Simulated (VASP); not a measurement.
# PtS2 (P-3m1) in VASP: notebook

Runs on PtS2. Level: r2SCAN. Tasks: single point.

All numbers are computed with VASP 6.6.1; they aren't measurements. Logs are shortened: lines on timing, memory, paths and dates and some standing lists are left out, and cuts for length are marked.

### Step 1. The structure

The structure is trigonal, space group P-3m1 (No. 164). Conventional cell: a = 3.543 Å, b = 3.543 Å, c = 5.039 Å, α = 90.00°, β = 90.00°, γ = 120.00°. Around Pt (site symmetry -3m) lie 6 S at 2.34 Å. Around S (site symmetry 3m) lie 3 Pt at 2.34 Å.

### Step 2. Single point, r2SCAN

Contents of INCAR:

```
SYSTEM = PtS2
  PREC = Low
  ENCUT = 500
  EDIFF = 1E-7
  ISMEAR = 0
  SIGMA = 0.05
  LREAL = .FALSE.
  LASPH = .TRUE.
  NELM = 100
  ALGO = Normal
  ISIF = 2
  LWAVE = .FALSE.
  LCHARG = .FALSE.
  METAGGA = R2SCAN
  LMIXTAU = .TRUE.
  ADDGRID = .FALSE.
```

Contents of KPOINTS:

```
regular mesh
0
G
  11 11 7
  0 0 0
```

Contents of POSCAR:

```
PtS2
1.0
    3.5432000000      0.0000000000      0.0000000000
   -1.7716000000      3.0685012107      0.0000000000
    0.0000000000      0.0000000000      5.0388000000
Pt S
1 2
Direct
    0.0000000000      0.0000000000      0.0000000000
    0.6666666667      0.3333333333      0.7730000000
    0.3333333333      0.6666666667      0.2270000000
```

Potentials or basis: VASP PAW PBE potentials, release 64 (Pt, S).

The run is started by

```console
$ cat potpaw_PBE.64/Pt/POTCAR potpaw_PBE.64/S/POTCAR > POTCAR
$ mpirun -np 1 vasp_std > vasp.out
```

OUTCAR:

```text
SYSTEM = PtS2
   PREC = Low
   ENCUT = 500
   EDIFF = 1E-7
   ISMEAR = 0
   LREAL = .FALSE.
   LASPH = .TRUE.
   NELM = 100
   ISIF = 2
   METAGGA = R2SCAN

 Found     94 irreducible k-points:

 Following reciprocal coordinates:
            Coordinates               Weight
  0.000000  0.000000  0.000000      1.000000
  0.090909  0.000000  0.000000      6.000000
  0.181818  0.000000  0.000000      6.000000
  0.272727  0.000000  0.000000      6.000000
  0.363636 -0.000000  0.000000      6.000000
  0.454545 -0.000000  0.000000      6.000000
   k-points           NKPTS =     94   k-points in BZ     NKDIM =     94   number of bands    NBANDS=     15
   number of dos      NEDOS =    301   number of ions     NIONS =      3
   total plane-waves  NPLWV =  11200
   dimension x,y,z NGX =    20 NGY =   20 NGZ =   28
   dimension x,y,z NGXF=    20 NGYF=   20 NGZF=   28
   ions per type =               1   2
   NGX,Y,Z   is equivalent  to a cutoff of   9.38,  9.38,  9.24 a.u.
   NGXF,Y,Z  is equivalent  to a cutoff of   9.38,  9.38,  9.24 a.u.
 SYSTEM =  PtS2
   PREC   = low       normal or accurate (medium, high low for compatibility)
   ISTART =      0    job   : 0-new  1-cont  2-samecut
   ICHARG =      2    charge: 1-file 2-atom 10-const
   ISPIN  =      1    spin polarized calculation?
   LNONCOLLINEAR =      F non collinear calculations
   LSORBIT =      F    spin-orbit coupling
   LASPH  =      T    aspherical Exc in radial PAW
   ENCUT  =  500.0 eV  36.75 Ry    6.06 a.u.   6.46  6.46  9.19*2*pi/ulx,y,z
   NELM   =    100;   NELMIN=  2; NELMDL= -5     # of ELM steps
   EDIFF  = 0.1E-06   stopping-criterion for ELM
   LREAL  =      F    real-space projection
   EDIFFG = 0.1E-05   stopping-criterion for IOM
   NSW    =      0    number of steps for IOM
   IBRION =     -1    ionic relax: 0-MD 1-quasi-New 2-CG
   NFREE  =      0    steps in history (QN), initial steepest desc. (CG)
   ISIF   =      2    stress and relaxation
   ISYM   =      2    0-nonsym 1-usesym 2-fastsym
   POTIM  = 0.5000    time-step for ionic-motion
   TEBEG  =    0.0;   TEEND  =   0.0 temperature during run
   PSTRESS=    0.0 pullay stress
   NELECT =      22.0000    total number of electrons
   NUPDOWN=      -1.0000    fix difference up-down
   EMIN   =  10.00;   EMAX   =-10.00  energy-range for DOS
   EFERMI =   0.00;   METHOD = LEGACY
   ISMEAR =     0;   SIGMA  =   0.05  broadening in eV -4-tet -1-fermi 0-gaus
   EFERMI_NEDOS =   21; number of points for ismear=-14 and -15
   IALGO  =     38    algorithm
   IMIX   =      4    mixing-type and parameters
     AMIX     =   0.40;   BMIX     =  1.00
     AMIX_MAG =   1.60;   BMIX_MAG =  1.00
  volume/ion in A,a.u.               =      18.26       123.23
  Fermi-wavevector in a.u.,A,eV,Ry     =   1.207812  2.282434 19.848315  1.458810
  Thomas-Fermi vector in A             =   2.343439
   LORBIT       =      0    0 simple, 1 ext, 2 COOP (PROOUT), +10 PAW based schemes
   METAGGA = R2SCAN    functional components
   LHFCALC =     F    Hartree Fock is set to
   AEXX    =    0.0000 exact exchange contribution
   IVDW    =     0    specifies the selected vdW correction
   LEPSILON=     F    determine dielectric tensor
   LRPA    =     F    only Hartree local field effects (RPA)
 non-spin polarized calculation
 Gauss-broadening in eV      SIGMA  =   0.05
  energy-cutoff  :      500.00
  volume of cell :       54.78
 maximum number of plane-waves:      1411
   NGX = 13   NGY = 13   NGZ = 19

 number of electron      21.9999921 magnetization

 Free energy of the ion-electron system (eV)
  ---------------------------------------------------
  ext. energy  EPLUGINS =         0.00000000
  ---------------------------------------------------
  free energy    TOTEN  =       -68.74048792 eV

  energy without entropy =      -68.74048792  energy(sigma->0) =      -68.74048792

 E-fermi :   6.8399     XC(G=0): -11.2789

 val. band max:        6.5645654803   @ k =   0.0000   0.1818   0.1429
 cond. band min:       7.4610565588   @ k =   0.0000   0.2727   0.2857
 fundamental gap:      0.8964910785
 Fermi energy:         6.8398776224

 k-point     1 :       0.0000    0.0000    0.0000
  band No.  band energies     occupation
      1      -9.7022      2.00000
      2      -6.3384      2.00000
      3      -0.7913      2.00000
      4      -0.7913      2.00000
      5      -0.6626      2.00000
      6       2.3518      2.00000
      7       2.3518      2.00000
      8       4.6358      2.00000
      9       5.3269      2.00000
     10       5.3270      2.00000
     11       6.4184      2.00000
     12       9.1529      0.00000
     13       9.1529      0.00000
     14      11.7466      0.00000
     15      12.9032      0.00000

 k-point     2 :       0.0909    0.0000    0.0000
  band No.  band energies     occupation
      1      -9.5864      2.00000
      2      -6.4154      2.00000
      3      -0.7112      2.00000
      4      -0.6932      2.00000
      5      -0.5468      2.00000
      6       2.1941      2.00000
      7       2.2605      2.00000
      8       4.2874      2.00000
      9       5.3164      2.00000
     10       5.3351      2.00000
     11       6.4777      2.00000
     12       8.6857      0.00000
     13       9.0614      0.00000
     14      12.3353      0.00000
     15      13.3107      0.00000

 k-point     3 :       0.1818    0.0000    0.0000
  band No.  band energies     occupation
      1      -9.2538      2.00000
      2      -6.6129      2.00000
      3      -0.4930      2.00000
      4      -0.4629      2.00000
      5      -0.1874      2.00000
      6       1.6838      2.00000
      7       2.0760      2.00000
      8       3.6735      2.00000
      9       5.1795      2.00000
     10       5.2190      2.00000
     11       6.3234      2.00000
     12       8.2045      0.00000
     13       8.9699      0.00000
     14      12.7836      0.00000
     15      14.0852      0.00000

 k-point     4 :       0.2727    0.0000    0.0000
  band No.  band energies     occupation
      1      -8.7541      2.00000
      2      -6.8589      2.00000
      3      -0.3001      2.00000
      4      -0.2118      2.00000
      5       0.3978      2.00000
      6       0.9674      2.00000
      7       1.9823      2.00000
      8       3.2861      2.00000
      9       4.7984      2.00000
     10       4.8024      2.00000
     11       5.6546      2.00000
     12       8.2580      0.00000
     13       9.0909      0.00000
     14      12.3829      0.00000
     15      14.9273      0.00000

 k-point     5 :       0.3636   -0.0000    0.0000
  band No.  band energies     occupation
      1      -8.1883      2.00000
      2      -7.0921      2.00000
      3      -0.7074      2.00000
      4       0.0080      2.00000
      5       0.8122      2.00000
      6       1.1462      2.00000
      7       2.1570      2.00000
      8       3.1298      2.00000
      9       4.1254      2.00000
     10       4.1658      2.00000
     11       4.8719      2.00000
     12       8.3883      0.00000
     13       9.3423      0.00000
     14      12.2531      0.00000
     15      14.3049      0.00000

 k-point     6 :       0.4545   -0.0000    0.0000
  band No.  band energies     occupation
      1      -7.7259      2.00000
      2      -7.2925      2.00000
      3      -1.2351      2.00000
      4       0.0998      2.00000
      5       1.0298      2.00000
      6       1.8626      2.00000
      7       2.6538      2.00000
      8       3.1005      2.00000
      9       3.3606      2.00000
     10       3.5541      2.00000
     11       4.2172      2.00000
     12       8.4607      0.00000
     13       9.5277      0.00000
     14      12.3750      0.00000
     15      13.6736      0.00000

 [... further k-points ...]

------------------------ aborting loop because EDIFF is reached ----------------------------------------

  FORCE on cell =-STRESS in cart. coord.  units (eV):
  Direction    XX          YY          ZZ          XY          YZ          ZX
  --------------------------------------------------------------------------------------
  -------------------------------------------------------------------------------------
  Total        3.1487328      3.1487328      3.2298969      0.0000000      0.0000000      0.0000000
  in kB       92.0867825     92.0867825     94.4604821      0.0000000      0.0000000      0.0000000
  external PRESSURE =      92.8780157 kB  Pullay stress =       0.0000000 kB

 VOLUME and BASIS-vectors are now :
 -----------------------------------------------------------------------------
  energy-cutoff  :      500.00
  volume of cell :       54.78
      direct lattice vectors                 reciprocal lattice vectors
     3.543200000  0.000000000  0.000000000     0.282230752  0.162946001  0.000000000
    -1.771600000  3.068501211  0.000000000     0.000000000  0.325892001  0.000000000
     0.000000000  0.000000000  5.038800000     0.000000000  0.000000000  0.198459951

 POSITION                                       TOTAL-FORCE (eV/Angst)
 -----------------------------------------------------------------------------------
      0.00000      0.00000      0.00000         0.000000      0.000000      0.000000
      1.77160      1.02283      3.89499        -0.000000     -0.000000     -1.210588
     -0.00000      2.04567      1.14381         0.000000      0.000000      1.210588
 -----------------------------------------------------------------------------------
    total drift:                               -0.000000     -0.000000     -0.000000

  FREE ENERGIE OF THE ION-ELECTRON SYSTEM (eV)
  ---------------------------------------------------
  free  energy   TOTEN  =       -68.7404879242 eV

  energy  without entropy=      -68.7404879242  energy(sigma->0) =      -68.74048792
```

It took 85 s on 1 thread of Intel Xeon Platinum 8559C (Emerald Rapids), shared host; peak memory 0.17 GiB.

The run converged, but some of its settings lie outside the range that counts as converged, so its numbers aren't taken as properties of the crystal.

Results:

- Free energy: -68.7405 eV
- Pressure: 9.3 GPa
- Largest force: 1.211 eV/Å
- Band gap on the k mesh: 0.90 eV, indirect (least direct gap 1.17 eV)

Caveat: the PAW data sets were made with another functional, which shifts forces and pressure a little; spin-orbit coupling is left out, which moves the levels of the heavy elements; an odd mesh through Γ misses points on the zone boundary, where band edges often lie.

### Step 3. Single point, r2SCAN

Changes to INCAR since step 2:

```diff
@@ -1,3 +1,3 @@
 SYSTEM = PtS2
-  PREC = Low
+  PREC = Normal
   ENCUT = 500
```

KPOINTS is that of step 2.

POSCAR is that of step 2.

Potentials or basis: VASP PAW PBE potentials, release 64 (Pt, S).

The run is started by

```console
$ cat potpaw_PBE.64/Pt/POTCAR potpaw_PBE.64/S/POTCAR > POTCAR
$ mpirun -np 1 vasp_std > vasp.out
```

OUTCAR:

```text
SYSTEM = PtS2
   PREC = Normal
   ENCUT = 500
   EDIFF = 1E-7
   ISMEAR = 0
   LREAL = .FALSE.
   LASPH = .TRUE.
   NELM = 100
   ISIF = 2
   METAGGA = R2SCAN

 Found     94 irreducible k-points:

 Following reciprocal coordinates:
            Coordinates               Weight
  0.000000  0.000000  0.000000      1.000000
  0.090909  0.000000  0.000000      6.000000
  0.181818  0.000000  0.000000      6.000000
  0.272727  0.000000  0.000000      6.000000
[... 187 lines left out ...]

  FORCE on cell =-STRESS in cart. coord.  units (eV):
  Direction    XX          YY          ZZ          XY          YZ          ZX
  --------------------------------------------------------------------------------------
  -------------------------------------------------------------------------------------
  Total        3.1342754      3.1342754      3.1989523      0.0000000      0.0000000      0.0000000
  in kB       91.6639665     91.6639665     93.5554854      0.0000000      0.0000000      0.0000000
  external PRESSURE =      92.2944728 kB  Pullay stress =       0.0000000 kB

 VOLUME and BASIS-vectors are now :
 -----------------------------------------------------------------------------
  energy-cutoff  :      500.00
  volume of cell :       54.78
      direct lattice vectors                 reciprocal lattice vectors
     3.543200000  0.000000000  0.000000000     0.282230752  0.162946001  0.000000000
    -1.771600000  3.068501211  0.000000000     0.000000000  0.325892001  0.000000000
     0.000000000  0.000000000  5.038800000     0.000000000  0.000000000  0.198459951

 POSITION                                       TOTAL-FORCE (eV/Angst)
 -----------------------------------------------------------------------------------
      0.00000      0.00000      0.00000         0.000000      0.000000      0.000000
      1.77160      1.02283      3.89499        -0.000000      0.000000     -1.209949
     -0.00000      2.04567      1.14381         0.000000     -0.000000      1.209949
 -----------------------------------------------------------------------------------
    total drift:                                0.000000     -0.000000      0.000000

  FREE ENERGIE OF THE ION-ELECTRON SYSTEM (eV)
  ---------------------------------------------------
  free  energy   TOTEN  =       -68.7404938767 eV

  energy  without entropy=      -68.7404938767  energy(sigma->0) =      -68.74049388
```

stdout:

```text
POSCAR found type information on POSCAR PtS
 POSCAR found :  2 types and       3 ions
 scaLAPACK will be used
 -----------------------------------------------------------------------------
|                                                                             |
|                                                                             |
|     You enforced a specific xc type in the INCAR file but a different       |
|     I HOPE YOU KNOW WHAT YOU ARE DOING!                                     |
|                                                                             |
 -----------------------------------------------------------------------------

 LDA part: xc-table for (None), standard interpolation
 POSCAR, INCAR and KPOINTS ok, starting setup
 FFT: planning ... GRIDC
 FFT: planning ... GRID_SOFT
 FFT: planning ... GRID
 WAVECAR not read
 entering main loop
```

Run time: 89 s. Hardware: 1 thread of Intel Xeon Platinum 8559C (Emerald Rapids), shared host; peak memory 0.19 GiB.

These settings aren't checked as converged: the numbers below hold their error.

Results:

| Item | Value |
| --- | --- |
| Free energy | -68.7405 eV |
| Pressure | 9.2 GPa |
| Largest force | 1.210 eV/Å |
| Band gap on the k mesh | 0.90 eV, indirect (least direct gap 1.17 eV) |

Caveat: the PAW data sets were made with another functional, which shifts forces and pressure a little; spin-orbit coupling is left out, which moves the levels of the heavy elements; an odd mesh through Γ misses points on the zone boundary, where band edges often lie.

### Step 4. The reference run

An earlier run on the cell as given: functional PBEsol; potentials or basis VASP PAW PBE potentials, release 64 (Pt, S); cutoff 520 eV; k mesh 9 × 9 × 5; occupations fermi-dirac, width 0.05 eV; no spin polarisation.

* Pressure: 6.1 GPa
* Largest force: 0.930 eV/Å
* Band gap on the k mesh: 0.96 eV, indirect (least direct gap 1.00 eV)
